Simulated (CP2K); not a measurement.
Ta:

```
Ta
1.0
     2.86010    0.00000    0.00000
    -0.95337    2.69653    0.00000
    -0.95337   -1.34826    2.33526
Ta
1
Cartesian
  0.0000 0.0000 0.0000
```

Base run:

| Property | Result |
| --- | --- |
| Program | CP2K 2026.2 |
| Functional | MS2 |
| Potentials or basis | POTENTIAL_UZH Ta GTH-PBE-q13; TZVP-MOLOPT-PBE-GTH basis |
| Density cutoff | 9184 eV |
| k mesh | 11 × 11 × 11 |
| Occupations | fermi-dirac, width 0.05 eV |
| Spin | no spin polarisation |

Its results: band gap on the k mesh none (metal or under the smearing width); pressure 1.3 GPa.

**Question.** After a change of settings the same cell gave: band gap on the k mesh none (metal or under the smearing width); pressure 4.2 GPa. Which change was it?
A. functional from MS2 to BLYP
B. functional from MS2 to RPBE
C. functional from MS2 to optB88-vdW
D. functional from MS2 to LDA

**Answer.** B.

Caveats: the potentials were made for another functional, which shifts forces and pressure; spin-orbit coupling is left out, which moves the levels of the heavy elements; the basis of atomic orbitals isn't converged, which shifts pressures, moduli and gaps.
